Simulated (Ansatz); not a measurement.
Phonon dispersion of MgO

Method: Ansatz, DFT PBE, scalar-relativistic, plane waves, PAW. Plane waves to 420 eV; Γ-centred k mesh 12×12×6; fixed occupations. No spin polarisation. Phonons by linear response, acoustic sum rule imposed.

Equilibrium structure at this level:
```
CELL_PARAMETERS angstrom
3.31504 0.00000 0.00000
-1.65752 2.87091 0.00000
0.00000 0.00000 5.12000
ATOMIC_POSITIONS crystal
Mg 0.33333 0.66667 0.00631
Mg 0.66667 0.33333 0.50631
O 0.33333 0.66667 0.39829
O 0.66667 0.33333 0.89829
```

It was relaxed at this level from a Materials Project cell. The q mesh is coarse, so values between its points are rough.

Force constants from linear response on a 3×3×1 q mesh.

Path: Γ–M–K–Γ–A–L–H–A | L–M | H–K. Only the points of the 3×3×1 mesh were computed; the rest is interpolation, which is rough on so few points. On the mesh no mode is imaginary. Distance along the path (Å⁻¹), then the branches (cm⁻¹, negative for imaginary; the LO field is included):
```
0.000  0 0 0 186 186 429 431 497 497 501 517 692
0.274  58 68 117 196 228 420 432 497 501 502 512 682
0.547  107 136 227 228 314 398 437 488 496 503 517 652
0.821  140 198 264 322 348 406 447 474 493 503 516 603
1.094  151 233 281 326 375 405 458 482 489 504 536 550
1.252  168 236 291 324 372 402 458 480 493 504 534 547
1.410  207 245 308 329 364 393 458 475 500 505 527 540
1.568  248 260 298 355 357 381 460 469 503 508 518 534
1.726  266 280 280 359 359 379 463 463 505 505 514 531
2.042  223 225 315 324 336 393 452 465 501 510 514 570
2.358  148 155 244 260 323 390 439 480 503 504 515 636
2.674  71 78 133 205 236 417 433 498 498 503 512 678
2.990  0 0 0 186 186 429 431 497 497 501 517 692
3.066  18 18 32 185 185 422 497 497 501 501 522 655
3.220  53 53 95 178 178 385 497 497 500 500 548 650
3.373  86 86 158 163 163 335 498 498 500 500 578 640
3.526  117 117 143 143 220 279 499 499 499 499 604 625
3.740  134 134 144 144 248 248 498 498 499 499 614 614
4.014  159 159 200 200 262 262 492 492 500 500 606 606
4.287  195 195 208 208 345 345 484 484 499 499 582 582
4.561  209 209 221 221 424 424 479 479 497 497 543 543
4.777  208 208 229 229 438 438 479 479 497 497 532 532
4.934  203 203 255 255 431 431 477 477 501 501 528 528
5.092  200 200 291 291 420 420 475 475 504 504 523 523
5.250  198 198 320 320 410 410 474 474 501 501 521 521
5.487  198 198 310 310 407 407 474 474 506 506 522 522
5.803  202 202 244 244 358 358 480 480 507 507 564 564
6.119  175 175 202 202 274 274 490 490 502 502 602 602
6.435  135 135 148 148 248 248 498 498 499 499 614 614
6.593  209 209 225 225 439 439 479 479 497 497 533 533
6.746  198 199 236 248 426 441 473 483 494 499 533 536
6.900  176 206 266 273 406 432 465 483 492 502 534 542
7.053  158 223 277 308 385 416 460 482 490 503 535 548
7.207  151 233 281 326 375 405 458 482 489 504 536 550
7.283  200 200 313 335 408 408 473 473 500 500 520 523
7.437  219 219 292 355 399 399 470 470 502 502 517 526
7.590  248 248 276 370 381 381 466 466 504 504 515 529
7.743  268 275 275 363 363 378 464 464 505 505 514 531
```
